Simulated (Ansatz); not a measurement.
A series in volume scale on ZnS

Results calculated with Ansatz 0.2.0, not measured. Periodic Kohn-Sham DFT of a crystal at fixed atoms, scaled to volume_scale times the given cell; pressure positive in compression, energy less spherical unpolarised free atoms, largest_vzz the field gradient of largest size among the nuclei.

The cell before it is scaled or strained (space group F-43m, No. 216):
```
CELL_PARAMETERS angstrom
0.00000 2.70470 2.70470
2.70470 0.00000 2.70470
2.70470 2.70470 0.00000
ATOMIC_POSITIONS crystal
Zn 0.00000 0.00000 0.00000
S 0.75000 0.75000 0.75000
```

Settings of every row: method all-electron PAW; functional PBE; relativity scalar; k mesh 8x8x8; filling fermi-dirac; smearing width 0.01 eV; nucleus gaussian.

Atom start moment: 0 on all atoms.

| row | volume scale | V (Å³/atom) | pressure (GPa) |
| --- | --- | --- | --- |
| 1 | 0.94 | 18.599 | 6.727 |
| 2 | 0.96 | 18.995 | 4.751 |
| 3 | 0.98 | 19.39 | 2.978 |
| 4 | 0.99 | 19.588 | 2.16 |
| 5 | 1 | 19.785 | 1.384 |
| 6 | 1.01 | 19.982 | ? |
| 7 | 1.02 | 20.179 | -0.047 |
| 8 | 1.04 | 20.575 | -1.334 |
| 9 | 1.06 | 20.971 | -2.49 |

Question: what pressure should row 6 give?

Worked fit of pressure. Take u = (V_r/V)^(2/3) − 1 with V_r = 19.687 Å³ an atom, which is twice the finite (Eulerian) strain; such expansions in the strain, on which the Birch-Murnaghan equation of state is built, carry the rest volume and the bulk modulus. The shown rows have u = 0.03863, 0.02414, 0.01019, 0.00337, -0.0033, -0.01632, -0.02898, -0.04125. Least squares give pressure = 1.7636 + 116.171 × u + 317.6 × u² GPa; a straight line predicts inner rows, each left out in turn, worse (root mean square 0.16 against 0.0023 GPa). The rows lie off it by 0.002, -0.002, -0.002, 0.001, 0.000, 0.001, 0.002, -0.002. The pressure vanishes at u = -0.0159, or V = 20.17 Å³ an atom, and there the bulk modulus at fixed shape and fractions is B = −V dP/dV = (2/3)(1 + u) dP/du = 69.6 GPa. The withheld row has u = -0.00987, so the fit gives 1.7636 + 116.171 × (-0.00987) + 317.6 × (-0.00987)² = 0.648 GPa.

The calculation gave 0.65 GPa. The fit lies 0.002 GPa (0.022 % of the column's range) below it; its largest miss of a shown row is 0.002 GPa.
